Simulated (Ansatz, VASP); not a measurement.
## CaSe: VASP beside Ansatz

File INCAR:

```
PREC = Accurate
ENCUT = 520
EDIFF = 1E-6
ISMEAR = -1
SIGMA = 0.02
LREAL = F
LASPH = T
NELM = 80
ALGO = Normal
ISIF = 2
LWAVE = F
LCHARG = T
GGA = PE
LELF = T
LVHAR = T
NBANDS = 15
```

File KPOINTS:

```
regular mesh
0
Gamma
  8 8 8
```

File POSCAR:

```
CaSe
1.0
    0.0000000000      2.9675351072      3.1144280950
    2.9675351072      0.0000000000      3.1144280950
    2.9675351072      2.9675351072      0.0000000000
Ca Se
1 1
Direct
    0.0000000000      0.0000000000      0.0000000000
    0.5000000000      0.5000000000      0.5000000000
```

Input for Ansatz:

```yaml
crystal:
  lattice:
    - [0.0, 2.9675351072, 3.114428095]
    - [2.9675351072, 0.0, 3.114428095]
    - [2.9675351072, 2.9675351072, 0.0]
  atoms:
    - { symbol: Ca, position: [0.0, 0.0, 0.0] }
    - { symbol: Se, position: [0.5, 0.5, 0.5] }
kpoints:
  mp_grid: { grid: [8, 8, 8] }
  band_path:
    path:
      - [0.0, 0.0, 0.0]
      - [0.5, 0.0, 0.5]
      - [0.625, 0.25, 0.625]
      - [0.375, 0.375, 0.75]
      - [0.5, 0.5, 0.5]
      - [0.5, 0.25, 0.75]
    npoints: 1
hamiltonian:
  xc: pbe
scf:
  occupations: { method: fermi_dirac, width: 0.02 }
  n_extra_bands: 4
output:
  forces: true
  stress: true
  eigenvalues: true
```

Change from the starting cell: uniaxial_z strain +5.0%.

Alike in both runs: task single point; functional PBE; k mesh 8 × 8 × 8; occupations fermi-dirac, width 0.02 eV; no spin polarisation.

```csv
,VASP,Ansatz
version,VASP 6.6.1,Ansatz 0.2.0
potentials or method,"VASP PAW PBE potentials, release 64 (Ca_sv, Se)","plane waves, PAW"
plane-wave cutoff (eV),520,420
valence electrons in the cell,16,26
```

Ansatz gave:

* gap on the k mesh at the Fermi level (eV): 2.16
* pressure (GPa): -1.4
* largest component of the traceless stress (GPa): 2.06

Question: What did VASP give for the same quantities?

Answer: gap on the k mesh at the Fermi level (eV): 2.15; pressure (GPa): -1.2; largest component of the traceless stress (GPa): 2.11.

With one functional, cell and mesh, what is left measures potentials, basis and numerics. The two sets of potentials don't hold the same shells in valence.

A k mesh can miss the band edges.
